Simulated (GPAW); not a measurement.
Crystal: Ag.

```
CELL_PARAMETERS angstrom
-1.65565 1.65565 1.65565
1.65565 -1.65565 1.65565
1.65565 1.65565 -1.65565
ATOMIC_POSITIONS crystal
Ag 0.00000 0.00000 0.00000
```

This isn't the form of Ag at room conditions, which is fcc.

Base run:

- Program: GPAW 26.7.0
- Functional: BLYP
- Potentials or basis: PAW data sets generated in the run's folder for this functional
- Cutoff: 600 eV
- Basis: pw
- k mesh: 11 × 11 × 11
- Occupations: fermi-dirac, width 0.05 eV
- Spin: no spin polarisation

Its results: band gap on the k mesh none (metal or under the smearing width); pressure 5.6 GPa.

After a change of settings the same cell gave: band gap on the k mesh none (metal or under the smearing width); pressure -1.1 GPa. Which change was it?
A. functional from BLYP to PW91
B. functional from BLYP to LDA; potentials or basis from PAW data sets generated in the run's folder for this functional to the program's PAW data sets (release 1.2.1) made for this functional
C. functional from BLYP to revPBE; potentials or basis from PAW data sets generated in the run's folder for this functional to the program's PAW data sets (release 1.2.1) made for this functional
D. functional from BLYP to PBEsol

A.

PW91 binds more tightly than BLYP, so the same cell stands under less pressure.

Runs at the PBE level aren't shown here.
